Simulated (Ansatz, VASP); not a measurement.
## Ni: VASP beside Ansatz

```xyz
1
Lattice="-1.3757 1.3757 1.3757 1.3757 -1.3757 1.3757 1.3757 1.3757 -1.3757" Properties=species:S:1:pos:R:3 pbc="T T T"
Ni    0.0000    0.0000    0.0000
```

Alike in both runs: functional PBEsol; k mesh 16 × 16 × 16; occupations fermi-dirac, width 0.1 eV; no spin polarisation.

Ansatz relaxed the structure, and its values are those at the end. VASP's run is a single point on that final structure, the one shown.

|  | VASP | Ansatz |
| --- | --- | --- |
| version | VASP 6.6.1 | Ansatz 0.2.0 |
| potentials or method | VASP PAW PBE potentials, release 64 (Ni) | plane waves (420 eV) with PAW, scalar-relativistic |
| plane-wave cutoff (eV) | 520 | 420 |
| valence electrons in the cell | 10 | 18 |

|  | VASP | Ansatz | Ansatz less VASP |
| --- | --- | --- | --- |
| pressure (GPa) | 0.0 | 0.0 | +0.02 |

The two sets of potentials don't hold the same shells in valence. Ansatz warned: «pseudo_functional_mismatch».

Caveats: the PAW data sets were made with another functional, which shifts forces and pressure a little (VASP); the run has no spin polarisation, though such a crystal can be magnetic. Spin polarisation is off, so any magnetic state and its effect on volume and gap are missing.
